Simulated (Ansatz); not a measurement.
Bi$_{2}$Te$_{3}$, DFT, PBE, PAW with Ansatz's default frozen-core files, scalar-relativistic (Ansatz 0.2.0), run on 2 threads of Arm Neoverse V1 on a shared host.

The cell is COD entry 9011962, as deposited and not checked against the literature; nothing was relaxed. The listed cell was then made from it by scaling, straining or moving an atom.

Command: `ansatz run input.yaml --threads 2 --pin off --max-ram 6144MiB --backend cpu --events-out ev --progress --plain --runs-dir out`

```yaml
crystal:
  lattice:
    - [2.2218591383, 1.2827909716, 10.2994441566]
    - [-2.2218591383, 1.2827909716, 10.2994441566]
    - [0.0, -2.5655819432, 10.2994441566]
  atoms:
    - { symbol: Bi, position: [0.4, 0.4, 0.4] }
    - { symbol: Bi, position: [0.6, 0.6, 0.6] }
    - { symbol: Te, position: [0.0, 0.0, 0.0] }
    - { symbol: Te, position: [0.2095, 0.2095, 0.2095] }
    - { symbol: Te, position: [0.7905, 0.7905, 0.7905] }
kpoints:
  mp_grid: { grid: [7, 7, 7] }
scf:
  occupations: { method: fermi_dirac, width: 0.08 }
hamiltonian:
  xc: pbe
  pseudopotentials: { kind: paw }
output:
  forces: true
  stress: true
  eigenvalues: true
  efg: { contact_densities: true }
```

(1) How large is the problem that the program sets up?

(2) About how long does it take, and how much memory does it use?

(3) And the same cell and mesh by all-electron PAW (datasets made for this crystal), asked for forces, stress, eigenvalues, efg, on the same hardware?

Answers

(1) 44 irreducible k-points, 3497 plane waves at Γ, 47 bands.

(2) 12 s of wall time for 7 SCF iterations, with a peak of 0.62 GiB. Times on shared machines scatter by tens of per cent.

(3) 14 s, peak memory 0.92 GiB.
